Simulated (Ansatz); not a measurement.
## Barrier of one jump, H in Ti

The calculation used DFT PBEsol, scalar-relativistic, plane waves, PAW in Ansatz. Settings: 420 eV cutoff, 4×4×4 k-mesh, shifted by half a step, Gaussian smearing of 0.10 eV, no spin polarisation.

In a supercell of 18 host sites, interstitial H hops to an equivalent place, moving 2.15 Å between the relaxed ends. Climbing-image nudged elastic band at fixed cell with images 0 (start) to 4 (end), the path measured over all atoms, converged to 0.05 eV/Å; the order of the saddle wasn't checked, and the small cell leaves errors of about a tenth of an eV. Zero-point motion and tunnelling, which matter for H, are left out. At the top the atom squeezes straight between two others, where symmetry can hold a band on a ridge, so a bent path, such as one by way of a neighbouring hole, may have a much lower barrier.

Command:

```bash
ansatz run input.yaml --threads 4 --pin off --max-ram 8192MiB --backend cpu --events-out ev --progress --plain --runs-dir out
```

Input:

```yaml
crystal:
  lattice:
    - [4.3506528002, -2.5118505654, -4.5909904469]
    - [-4.3506528002, -2.5118505654, -4.5909904469]
    - [0.0, 5.0237011307, -4.5909904469]
  atoms:
    - { symbol: Ti, position: [0.1402806688, 0.4720973128, 0.138213852] }
    - { symbol: Ti, position: [0.8048727526, 0.4720972281, 0.4736218671] }
    - { symbol: Ti, position: [0.4720930158, 0.1402738858, 0.138230701] }
    - { symbol: Ti, position: [0.4677054356, 0.4676919688, 0.801040996] }
    - { symbol: Ti, position: [0.1405066367, 0.1404986247, 0.473837972] }
    - { symbol: Ti, position: [0.8100109712, 0.8100055542, 0.1433428457] }
    - { symbol: Ti, position: [0.8048844348, 0.1402756951, 0.8054332251] }
    - { symbol: Ti, position: [0.4721007228, 0.8048807415, 0.4736209346] }
    - { symbol: Ti, position: [0.1402824523, 0.8048762662, 0.805439585] }
    - { symbol: Ti, position: [0.1925031405, 0.1924981085, 0.8617505454] }
    - { symbol: Ti, position: [0.8613189862, 0.1945693538, 0.1946476335] }
    - { symbol: Ti, position: [0.5212790143, 0.8684506194, 0.8546130068] }
    - { symbol: Ti, position: [0.5284202681, 0.1925118697, 0.525845915] }
    - { symbol: Ti, position: [0.1945659439, 0.8613348427, 0.1946744188] }
    - { symbol: Ti, position: [0.8684716414, 0.5212835631, 0.8545981705] }
    - { symbol: Ti, position: [0.8613356582, 0.8613246706, 0.5278937483] }
    - { symbol: Ti, position: [0.5212604688, 0.5212779333, 0.2017964043] }
    - { symbol: Ti, position: [0.1924995938, 0.5284221677, 0.525826493] }
    - { symbol: H, position: [0.6732824658, 0.6732643531, 0.0066148523] }
basis:
  ecutwfc: 420
  xc_grid: 2
kpoints:
  mp_grid: { grid: [4, 4, 4], shift: [0.5, 0.5, 0.5] }
hamiltonian:
  xc: pbesol
scf:
  occupations: { method: gaussian, width: 0.1 }
output:
  forces: true
neb:
  images: 3
  f_tol: 0.05
  max_iterations: 70
  order_check: false
  final_atoms:
    - { symbol: Ti, position: [0.1387673894, 0.4719984906, 0.1386589145] }
    - { symbol: Ti, position: [0.8120543191, 0.464882714, 0.4787203265] }
    - { symbol: Ti, position: [0.4720143472, 0.1387639795, 0.1386856998] }
    - { symbol: Ti, position: [0.4719976751, 0.4720086628, 0.805439585] }
    - { symbol: Ti, position: [0.1408301928, 0.1408352248, 0.4715827879] }
    - { symbol: Ti, position: [0.8120728646, 0.8120554, 0.131536929] }
    - { symbol: Ti, position: [0.8049130652, 0.1408214637, 0.8074874184] }
    - { symbol: Ti, position: [0.4648616919, 0.8120497702, 0.4787351628] }
    - { symbol: Ti, position: [0.1408337396, 0.8049111656, 0.8075068403] }
    - { symbol: Ti, position: [0.1928266967, 0.1928347086, 0.8594953613] }
    - { symbol: Ti, position: [0.8612403175, 0.1930594475, 0.1951026323] }
    - { symbol: Ti, position: [0.5284605807, 0.8612361053, 0.8597114663] }
    - { symbol: Ti, position: [0.5284488986, 0.1930576382, 0.5279001082] }
    - { symbol: Ti, position: [0.1930526645, 0.8612360205, 0.1951194813] }
    - { symbol: Ti, position: [0.8612326106, 0.5284525919, 0.8597123987] }
    - { symbol: Ti, position: [0.8656278978, 0.8656413646, 0.5322923373] }
    - { symbol: Ti, position: [0.5233223621, 0.5233277791, 0.1899904876] }
    - { symbol: Ti, position: [0.193050881, 0.5284570671, 0.5278937483] }
    - { symbol: H, position: [0.6600508675, 0.6600689802, 0.326718481] }
```

Course of the band:

| iteration | largest band force (eV/Å) | climbing image | energies over image 0 (eV) |
| --- | --- | --- | --- |
| 1 | 2.689 | none | 0.000 0.805 1.639 0.805 0.000 |
| 2 | 1.059 | none | 0.000 0.443 1.098 0.443 0.000 |
| 3 | 0.327 | 2 | 0.000 0.366 0.924 0.366 0.000 |
| 4 | 0.168 | 2 | 0.000 0.353 0.896 0.353 0.000 |
| 5 | 0.037 | 2 | 0.000 0.351 0.885 0.351 0.000 |

Final band:

| image | path (Å) | E − E(0) (eV) | H x (Å) | H y (Å) | H z (Å) | force on H (eV/Å) |
| --- | --- | --- | --- | --- | --- | --- |
| 0 | 0.00 | 0.000 | 0.000 | -3.349 | -6.212 | 0.01 |
| 1 | 0.61 | 0.351 | 0.000 | -2.986 | -6.527 | 1.05 |
| 2 | 1.21 | 0.885 | 0.000 | -2.512 | -6.886 | 0.00 |
| 3 | 1.82 | 0.351 | 0.000 | -2.037 | -7.246 | 1.05 |
| 4 | 2.42 | 0.000 | 0.000 | -1.675 | -7.561 | 0.01 |

Barrier 0.88 eV. It took 11 min on 4 threads of Intel(R) Xeon(R) Platinum 8259CL CPU @ 2.50GHz (Skylake/Cascade Lake), with other jobs on the host, peak memory 3.7 GiB.